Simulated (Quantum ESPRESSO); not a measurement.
A run of Quantum ESPRESSO 7.5:

pw.in

```
&CONTROL
  calculation = 'vc-relax'
  prefix = 'pwscf'
  outdir = './tmp'
  pseudo_dir = './pseudo'
  tprnfor = .true.
  tstress = .true.
  disk_io = 'low'
  nstep = 40
  forc_conv_thr = 0.0004
  etot_conv_thr = 1d-05
/
&SYSTEM
  ibrav = 0
  nat = 2
  ntyp = 2
  ecutwfc = 52
  ecutrho = 414
  nbnd = 13
  occupations = 'smearing'
  smearing = 'fd'
  degauss = 0.00367493
/
&ELECTRONS
  conv_thr = 4d-10
  electron_maxstep = 120
  mixing_beta = 0.5
/
&IONS
  ion_dynamics = 'bfgs'
/
&CELL
  cell_dynamics = 'bfgs'
  press = 20
  press_conv_thr = 0.3
/
ATOMIC_SPECIES
Si    28.0850 si_pbesol_v1.uspp.F.UPF
Mg    24.3050 mg_pbesol_v1.4.uspp.F.UPF
CELL_PARAMETERS bohr
   5.4960681225    0.0000000000    0.0000000000
   0.0000000000    5.4960681225    0.0000000000
   0.0000000000    0.0000000000    7.7543532024
ATOMIC_POSITIONS bohr
Si     2.7480340613    2.7480340613    3.8771766012
Mg     0.0000000000    0.0000000000    0.0000000000
K_POINTS automatic
9 9 7 0 0 0
```

Potentials or basis: GBRV 1.5 PBEsol.

Launch:

```bash
$ OMP_NUM_THREADS=1 mpirun -n 2 pw.x -nk 2 -in pw.in > pw.out
```

Hardware: 2 MPI ranks on Intel(R) Xeon(R) Platinum 8259CL CPU @ 2.50GHz (Skylake/Cascade Lake), with other jobs on the host.

Problem. How long does it take, and how much memory?

Solution. Run time: 120 s on 2 MPI ranks on Intel(R) Xeon(R) Platinum 8259CL CPU @ 2.50GHz (Skylake/Cascade Lake), with other jobs on the host, peak memory 0.26 GiB a rank. Counts: scf iterations 70, k pools 2, bands 13, ion steps 11, k points 60, g dense 33279.
